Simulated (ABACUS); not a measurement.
Hf: equation of state with PBE

Crystal: Hf.

```
CELL_PARAMETERS angstrom
-1.80500 1.80500 1.80500
1.80500 -1.80500 1.80500
1.80500 1.80500 -1.80500
ATOMIC_POSITIONS crystal
Hf 0.00000 0.00000 0.00000
```

This isn't the form of Hf at room conditions, which is hcp.

- Program: ABACUS 3.10.1
- Task: equation of state
- Functional: PBE
- Potentials or basis: PseudoDojo NC FR 0.4 PBE standard
- Cutoff: 1361 eV
- Density cutoff: 5442 eV
- Basis: DZP LCAO (the cutoffs set its grid)
- k mesh: 6 × 6 × 6
- Occupations: fermi-dirac, width 0.05 eV
- Spin: spin-orbit coupling, no magnetisation
- Orbital files: Hf Hf_confined-atom_8au_3s2p2d1f.orb
- Radial cutoff of the potentials (pseudo_rcut): 10 bohr
- SCF threshold on the density: 1e-07
- Max SCF steps: 100
- Eigensolver: genelpa
- Mixing: broyden
- Mixing share: 0.4
- Symmetry key: 0
- Bands: 20

| Property | Result |
| --- | --- |
| Equilibrium volume | 21.98 Å³/atom (rough: see the caveat) |
| Bulk modulus | 104 GPa (rough) |

Energy against volume, from the lowest point:
```
volume (Å³/atom)  energy (meV/atom)
          22.112               0.00
          23.052              15.53
          23.993              52.24
          24.934             106.45
```

All runs of the series together: 75 s on 4 threads of Intel(R) Xeon(R) Platinum 8488C (Sapphire Rapids) (shared host).

Caveat: the k mesh is coarse (spacing up to 0.41 Å⁻¹), so the values aren't converged; the atomic orbitals were generated for these runs and aren't a published set; the minimum lies outside the volumes run; the basis of atomic orbitals isn't converged, which shifts pressures, moduli and gaps.
